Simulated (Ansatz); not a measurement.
# MgSi under changes of volume

One of the cells (17.355 Å³/atom); the others are scaled copies at fixed shape and fractional positions:

```xyz
2
Lattice="2.9084 0.0000 0.0000 0.0000 2.9084 0.0000 0.0000 0.0000 4.1034" Properties=species:S:1:pos:R:3 pbc="T T T"
Si    1.4542    1.4542    2.0517
Mg    0.0000    0.0000    0.0000
```

The cell comes from a database or a generator and needn't be the stable form of this composition.

| Quantity | Value |
| --- | --- |
| Program | Ansatz 0.2.0 |
| Functional | PBE0 |
| Potentials or basis | Ansatz PAW |
| Cutoff | 420 eV (not typed: the program's choice for these potentials) |
| k mesh | 6 × 6 × 4 |
| Occupations | fermi-dirac, width 0.05 eV |
| Spin | no spin polarisation |

```tsv
volume (Å³/atom)	energy over the lowest point (meV/atom)	pressure (GPa)
16.314	?	?
16.661	5.07	2.7
17.008	0.94	1.1
17.355	0.00	-0.2
17.702	1.93	-1.5
18.049	6.03	-2.1
18.396	11.66	-3.1
```

**Question.** What does the run at 16.314 Å³/atom give?

**Answer.** Energy over the lowest point 12.77 meV/atom; pressure 4.4 GPa.

Worked out: A Birch-Murnaghan fit of order 3 (a polynomial in V^(-2/3)) to the other rows has its minimum at 17.28 Å³/atom with B0 = V·E''(V) = 66 GPa (rough, since the energies scatter) at fixed shape and positions, which overstates the stiffness. It gives 13.46 meV/atom at 16.314 Å³/atom, against the run's 12.77, and -dE/dV = 5.0 GPa, against 4.4.

Energies are extrapolated to zero smearing.

Caveats: all runs use coarse meshes; the PAW data sets come from PBE, with cores solved anew for the run's functional, which leaves a small shift of forces and pressure; the thresholds are loose for stress.
